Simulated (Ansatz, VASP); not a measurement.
One calculation of ZnS, two programs

```xyz
2
Lattice="0.0000 2.7217 2.7217 2.7217 0.0000 2.7217 2.7217 2.7217 0.0000" Properties=species:S:1:pos:R:3 pbc="T T T"
Zn    0.0000    0.0000    0.0000
S     4.0825    4.0825    4.0825
```

Alike in both runs: functional PBE; k mesh 10 × 10 × 10; no spin polarisation.

Ansatz relaxed the structure, and its values are those at the end. VASP's run is a single point on that final structure, the one shown.

|  | VASP | Ansatz |
| --- | --- | --- |
| version | VASP 6.6.1 | Ansatz 0.2.0 |
| potentials or method | VASP PAW PBE potentials, release 64 (Zn, S) | scalar-relativistic, plane waves, PAW |
| plane-wave cutoff (eV) | 520 | 420 |
| occupations | gaussian, width 0.01 eV | fixed |
| valence electrons in the cell | 18 | 18 |

|  | VASP | Ansatz | Ansatz less VASP |
| --- | --- | --- | --- |
| gap on the k mesh at the Fermi level (eV) | 2.02 | 2.02 | -0.004 |
| least direct gap on the mesh (eV) | 2.02 | 2.02 | -0.004 |
| pressure (GPa) | 0.2 | 0.0 | -0.15 |
